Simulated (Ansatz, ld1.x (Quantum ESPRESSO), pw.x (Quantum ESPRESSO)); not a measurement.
Equation-of-state test of one PAW potential (vanadium)

```json
{"Element": "vanadium", "Generator": "ld1.x (Quantum ESPRESSO) 7.5", "Type": "PAW", "Functional": "PBE", "Relativity": "scalar-relativistic", "Frozen core": "[Ne]", "Valence charge": "13", "Reference configuration": "3s2 3p6 3d3 4s2 4p0", "Partial waves": "3s (bound): rcut 1.30, rcutus 1.50 bohr; 4s (bound): rcut 1.30, rcutus 1.50 bohr; 3p (bound): rcut 1.50, rcutus 1.60 bohr; 4p (bound, empty): rcut 1.50, rcutus 1.60 bohr; 3d (bound): rcut 1.75, rcutus 2.20 bohr; 3d channel at 1.7 Ry: rcut 1.75, rcutus 2.20 bohr", "Local potential": "all-electron potential smoothed inside 1.95 bohr (lloc = -1)", "Core correction": "Bessel-smoothed model core, default radius (core density twice the valence density)", "Augmentation charge": "BESSEL, radius 1.10 bohr"}
```

Crystal test: sc V in pw.x 7.5, no spin, 13³ k-points, Fermi–Dirac smearing 0.01 Ry, cutoffs 75/600 Ry. The reference is all-electron LAPW (Ansatz 0.2.0) with the same functional, mesh and smearing; V0 and B0 come from Birch–Murnaghan fits to the pressures at five volumes. Errors are pseudo minus all-electron; Δ is the rms difference of the E(V) curves that follow from these fits, minima aligned, over ±6 % about the mean V0. Mesh and smearing are coarse, so the numbers serve the comparison and aren't converged zero-temperature values; the lattice is a test structure that the element need not adopt.

```tsv
V (Å³/atom)	P all-electron (GPa)	P pseudo (GPa)
13.854	8.87	12.61
14.218	4.70	8.05
14.583	1.01	4.16
14.948	-2.25	0.37
15.312	-5.14	-2.64
```

All-electron: a0 = 2.449 Å (V0 = 14.69 Å³/atom), B0 = 134.7 GPa.

Pseudopotential: mean pressure error (GPa): +3.08; a0 (Å): 2.466; a0 error (%): +0.70; B0 error (%): +0.7; Δ (meV/atom): 9.2. This is a poor potential for the solid.

Problem. At the middle volume, how do free energy and pressure move when the wave cutoff is lowered (ecutrho held at 600 Ry)?

Solution.

```
cutoff (Ry)  shift of F (meV/atom)  shift of P (GPa)
         34                 +319.6             -8.16
         45                  +62.2             -2.74
         60                   +6.2             +0.15
```

The run at the middle volume (84 k-points, 11 iterations) took about 21 s on one core of a shared host (Neoverse-V1, 32 threads, 247 GiB, load 22).
